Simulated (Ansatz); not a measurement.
**Phonon dispersion of InP3**

Computed with Ansatz, DFT PBEsol, scalar-relativistic, plane waves, PAW. Settings: 420 eV plane-wave cutoff, Γ-centred 6×6×6 mesh, Fermi-Dirac smearing of 0.15 eV. No spin polarisation. Phonons by linear response, acoustic sum rule imposed.

Equilibrium structure at this level:
```
CELL_PARAMETERS angstrom
3.71646 2.14570 3.27694
-3.71646 2.14570 3.27694
0.00000 -4.29140 3.27694
ATOMIC_POSITIONS crystal
In 0.27352 0.27352 0.27352
In 0.72648 0.72648 0.72648
P 0.79473 0.24146 0.79473
P 0.79473 0.79473 0.24146
P 0.24146 0.79473 0.79473
P 0.20527 0.75854 0.20527
P 0.75854 0.20527 0.20527
P 0.20527 0.20527 0.75854
```

In a metal, frequencies and elastic constants depend on the k mesh and the smearing, soft modes and shear constants most. Some empty bands missed the eigensolver's threshold. A semilocal functional can close a gap that the real compound has.

Force constants from linear response on a 2×2×2 q mesh.

Question: Is the structure dynamically stable on the q mesh?

Answer: Yes, on this mesh: no mode is imaginary.

Question: Give the frequencies (cm⁻¹) at the points of high symmetry.

Answer:
```csv
point,q,frequencies
T,0.500 0.500 0.500,69 69 83 83 83 112 117 154 154 168 168 169 251 251 254 254 321 342 414 420 422 422 426 426
H2,0.548 0.452 0.500,70 71 82 84 85 112 118 153 154 167 169 170 250 250 254 255 321 342 414 419 421 422 426 426
H0,0.500 -0.452 0.452,70 71 82 84 85 112 118 153 154 167 169 170 250 250 254 255 321 342 414 419 421 422 426 426
L,0.500 0.000 0.000,50 55 70 72 106 111 136 136 140 142 146 149 247 259 272 284 321 338 396 403 406 408 412 423
S0,0.476 -0.476 0.000,63 74 83 88 100 111 138 142 153 154 157 162 241 255 257 265 323 339 401 403 414 420 423 424
S2,0.524 0.000 0.476,63 74 83 88 100 111 138 142 153 154 157 162 241 255 257 265 323 339 401 403 414 420 423 424
F,0.500 0.000 0.500,63 74 83 88 100 111 139 142 153 155 157 162 241 256 256 265 323 339 401 403 414 421 423 424
```

Cost: 1 run of about 18 core-minutes, on Intel Xeon Platinum 8375C (Ice Lake) (shared hosts).